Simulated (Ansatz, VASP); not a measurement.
**ZnSe in VASP and in Ansatz**

The input INCAR:

```
ALGO     = Normal         # electronic algorithm
EDIFF    = 1E-6           # SCF threshold, eV
ENCUT    = 520            # plane-wave cutoff, eV
GGA      = PE             # functional
ISIF     = 2              # what is computed and relaxed
ISMEAR   = -1             # smearing method
LASPH    = True           # aspherical terms in the spheres
LCHARG   = False          # write CHGCAR
LREAL    = False          # projectors in reciprocal space
LWAVE    = False          # write WAVECAR
NBANDS   = 16             # bands
NELM     = 100            # most SCF steps
PREC     = Accurate       # precision mode
SIGMA    = 0.03           # smearing width, eV
```

KPOINTS

```
k-points
0
Gamma
  8 8 8
```

File POSCAR:

```
ZnSe
1.0
    0.0000000000      2.8243223372      2.8243223372
    2.8243223372      0.0000000000      2.8243223372
    2.8243223372      2.8243223372      0.0000000000
Zn Se
1 1
Direct
    0.0000000000      0.0000000000      0.0000000000
    0.7500000000      0.7500000000      0.7500000000
```

Input for Ansatz:

```yaml
crystal:
  lattice:
    - [0.0, 2.8243223372, 2.8243223372]
    - [2.8243223372, 0.0, 2.8243223372]
    - [2.8243223372, 2.8243223372, 0.0]
  atoms:
    - { symbol: Zn, position: [0.0, 0.0, 0.0] }
    - { symbol: Se, position: [0.75, 0.75, 0.75] }
kpoints:
  mp_grid: { grid: [8, 8, 8] }
  band_path:
    path:
      - [0.0, 0.0, 0.0]
      - [-0.5, -0.5, 0.0]
      - [-0.375, -0.375, 0.25]
      - [-0.375, 0.0, 0.375]
      - [0.0, 0.0, 0.0]
      - [0.0, 0.0, 0.5]
      - [-0.5, -0.25, 0.25]
      - [-0.5, -0.5, 0.0]
    npoints: 5
scf:
  occupations: { method: fermi_dirac, width: 0.03 }
hamiltonian:
  xc: pbe
  pseudopotentials: { kind: all_electron, lapw: { basis_error: 0.001 } }
output:
  forces: true
  stress: true
  eigenvalues: true
```

Change from the starting cell: volume scaled by 0.99.

Alike in both runs: task single point; functional PBE; k mesh 8 × 8 × 8; occupations fermi-dirac, width 0.03 eV; no spin polarisation.

|  | VASP | Ansatz |
| --- | --- | --- |
| version | VASP 6.6.1 | Ansatz 0.2.0 |
| potentials or method | VASP PAW PBE potentials, release 64 (Zn, Se) | all-electron LAPW, scalar-relativistic |
| plane-wave cutoff (eV) | 520 | see its input |

Ansatz gave:

```
gap on the k mesh at the Fermi level (eV) : 1.33
pressure (GPa)                            : 2.8
```

Problem. Estimate VASP's values.

Solution. gap on the k mesh at the Fermi level (eV): 1.33; pressure (GPa): 3.0.

Ansatz ran all-electron here, so the differences hold the error of VASP's frozen core and of both bases.
